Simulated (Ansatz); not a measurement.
Input of an Ansatz 0.2.0 run:

The input input:

```
crystal:
  lattice:
    - [4.99495987, 0.0, 0.0]
    - [0.0, 4.99495987, 0.0]
    - [0.0, 0.0, 3.40900096]
  atoms:
    - { symbol: Pb, position: [0.5, 0.5, 0.5] }
    - { symbol: Pb, position: [0.0, 0.0, 0.0] }
    - { symbol: O, position: [0.69257104, 0.69257104, 0.0] }
    - { symbol: O, position: [0.80742896, 0.19257104, 0.5] }
    - { symbol: O, position: [0.19257104, 0.80742896, 0.5] }
    - { symbol: O, position: [0.30742896, 0.30742896, 0.0] }
hamiltonian:
  xc: hse06
  pseudopotentials: { kind: paw }
kpoints:
  mp_grid: { grid: [4, 4, 6] }
  band_path:
    path:
      - [[0.0, 0.0, 0.0], [0.0, 0.5, 0.0], [0.5, 0.5, 0.0], [0.0, 0.0, 0.0], [0.0, 0.0, 0.5], [0.0, 0.5, 0.5], [0.5, 0.5, 0.5], [0.0, 0.0, 0.5]]
      - [[0.0, 0.5, 0.0], [0.0, 0.5, 0.5]]
      - [[0.5, 0.5, 0.0], [0.5, 0.5, 0.5]]
    npoints: 4
scf:
  occupations: { method: fermi_dirac, width: 0.05 }
  n_extra_bands: 15
output:
  forces: true
  stress: true
  eigenvalues: true
  fatbands: false
```

Task: What does it give for the largest force?

Result: 0.064 eV/Å.

Task: What does it give for the band gap on the k mesh?

Result: None (metal or under the smearing width).

Task: Estimate the pressure.

Result: -3.7 GPa.

Forces on the atoms (eV/Å):
```
Pb   0.000  0.000  0.000
Pb   0.000  0.000  0.000
O   -0.045 -0.045  0.000
O    0.045 -0.045  0.000
O   -0.045  0.045  0.000
O    0.045  0.045  0.000
```

Caveat: the pressure holds a Pulay correction of +0.4 GPa for the finite cutoff; spin-orbit coupling is left out, which moves the levels of the heavy elements; the PAW data sets come from PBE, with cores solved anew for the run's functional, which leaves a small shift of forces and pressure; the thresholds are loose for stress.
